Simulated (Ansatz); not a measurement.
The system is Se.

```
CELL_PARAMETERS angstrom
4.36620 0.00000 0.00000
-2.18310 3.78124 0.00000
0.00000 0.00000 4.95360
ATOMIC_POSITIONS crystal
Se 0.77460 0.77460 0.00000
Se 0.00000 0.22540 0.66667
Se 0.22540 0.00000 0.33333
```

| Item | Value |
| --- | --- |
| Program | Ansatz 0.2.0 |
| Task | relaxation of cell and atoms |
| Functional | RPBE |
| Dispersion | D4 |
| Potentials or basis | Ansatz PAW |
| Cutoff | 420 eV (not typed: the program's choice for these potentials) |
| k mesh | 7 × 7 × 6 |
| Occupations | fermi-dirac, width 0.05 eV |
| Spin | no spin polarisation |

At the start: volume 27.26 Å³/atom.

Task: Where does the relaxation end?

Result: It ends after 6 steps and the volume is 22.89 Å³/atom (-16.0 %); space group P3_121 (No. 152, to 0.05 Å).

Step by step:
```
step  energy change (eV)  largest force (eV/Å)  volume (Å³)
   1              0.0000                0.4941        81.78
   2             -0.1113                0.2827        72.86
   3             -0.1730                0.1072        68.70
   4             -0.1811                0.0304        67.84
   5             -0.1825                0.0024        68.68
   6             -0.1821                0.0025        68.68
```

Final structure:
```xyz
3
Lattice="3.9175 0.0000 0.0000 -1.9588 3.3927 0.0000 0.0000 0.0000 5.1676" Properties=species:S:1:pos:R:3 pbc="T T T"
Se    1.4518    2.5145    0.0000
Se   -0.5070    0.8781    3.4451
Se    1.0140    0.0000    1.7225
```

Caveat: the volume moved by over 15 % at a fixed basis, so the end points are rough; the plane-wave basis is chosen anew once the cell has moved, so the energies of steps on either side of that aren't comparable; the volume moved by -16 % from the deposited cell, more than functionals usually miss; the PAW data sets come from PBE, with cores solved anew for the run's functional, which leaves a small shift of forces and pressure.
